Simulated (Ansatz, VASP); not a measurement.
LiF (Griceite): VASP beside Ansatz

INCAR

```
SYSTEM = LiF
  PREC = Accurate
  ENCUT = 520
  EDIFF = 1E-6
  ISMEAR = -1
  SIGMA = 0.05
  LREAL = .FALSE.
  LASPH = .TRUE.
  NELM = 80
  ALGO = Normal
  ISIF = 2
  LWAVE = .FALSE.
  LCHARG = .TRUE.
  GGA = PS
  LELF = .TRUE.
  LVHAR = .TRUE.
  NBANDS = 12
```

KPOINTS

```
regular mesh
0
G
  11 11 11
  0 0 0
```

The input POSCAR:

```
LiF
1.0
    0.0000000000      2.0140000000      2.0140000000
    2.0140000000      0.0000000000      2.0140000000
    2.0140000000      2.0140000000      0.0000000000
F Li
1 1
Direct
    0.5000000000      0.5000000000      0.5000000000
    0.0000000000      0.0000000000      0.0000000000
```

input.yaml

```yaml
crystal:
  lattice:
    - [0.0, 2.014, 2.014]
    - [2.014, 0.0, 2.014]
    - [2.014, 2.014, 0.0]
  atoms:
    - { symbol: F, position: [0.5, 0.5, 0.5] }
    - { symbol: Li, position: [0.0, 0.0, 0.0] }
kpoints:
  mp_grid: { grid: [11, 11, 11] }
scf:
  occupations: { method: fermi_dirac, width: 0.05 }
hamiltonian:
  xc: pbesol
  pseudopotentials: { kind: all_electron, lapw: { basis_error: 0.001 } }
output:
  forces: true
  stress: true
  eigenvalues: true
  populations: true
```

Alike in both runs: task single point; functional PBEsol; k mesh 11 × 11 × 11; occupations fermi-dirac, width 0.05 eV; no spin polarisation.

|  | VASP | Ansatz |
| --- | --- | --- |
| version | VASP 6.6.1 | Ansatz 0.2.0 |
| potentials or method | VASP PAW PBE potentials, release 64 (F, Li_sv) | all-electron LAPW, scalar-relativistic |
| plane-wave cutoff (eV) | 520 | see its input |

Ansatz gave:

| Item | Value |
| --- | --- |
| gap on the k mesh at the Fermi level (eV) | 8.90 |
| least direct gap on the mesh (eV) | 8.90 |

Problem. Which values does VASP return?

Solution. gap on the k mesh at the Fermi level (eV): 8.92; least direct gap on the mesh (eV): 8.92.

Ansatz ran all-electron here, so the differences hold the error of VASP's frozen core and of both bases.

Caveats: an odd mesh through Γ misses points on the zone boundary, where band edges often lie. PBEsol gaps usually lie below the measured ones, often by a third to a half.
